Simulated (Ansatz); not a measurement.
**AlFe in Ansatz: the effect of target pressure**

AlFe:

```
Fe Al
1.0
     2.91000    0.00000    0.00000
     0.00000    2.91000    0.00000
     0.00000    0.00000    2.91000
Fe Al
1 1
Direct
  0.50000 0.50000 0.50000
  0.00000 0.00000 0.00000
```

Alike in all runs:

```yaml
Program: Ansatz 0.2.0
Task: relaxation of cell and atoms
Functional: PBEsol
Potentials_or_basis: Ansatz PAW
Cutoff: "420 eV (not typed: the program's choice for these potentials)"
k_mesh: 9 × 9 × 9
Occupations: fermi-dirac, width 0.05 eV
Spin: collinear spin, ferromagnetic start
Starting_moments: "[3.0, 0.0] μB"
```

Each run relaxes the cell or the atoms first.

```csv
target pressure,relaxed volume (Å³/atom),moment (μB)
0 GPa,11.51,0.60
2 GPa,11.39,0.59
5 GPa,?,?
10 GPa,10.97,0.54
20 GPa,10.53,0.46
30 GPa,10.17,0.37
```

Problem. What does the run with target pressure 5 GPa give?

Solution. Relaxed volume 11.22 Å³/atom; moment 0.58 μB.

Worked out: In Murnaghan's law V^(-B') rises as a straight line in P. The other rows fit best with B' = 3.9, V0 = 11.51 Å³/atom and B0 = 188 GPa, which gives 11.22 Å³/atom at 5 GPa, against the run's 11.22. A parabola through the other rows of the moment, of slope -0.00622 μB per GPa there, gives 0.57 μB, against the run's 0.58.

Caveats: the plane-wave basis is chosen anew once the cell has moved, so the energies of steps on either side of that aren't comparable; the PAW data sets come from PBE, with cores solved anew for the run's functional, which leaves a small shift of forces and pressure; the volume moved by over 15 % at a fixed basis, so the end points are rough (some runs).
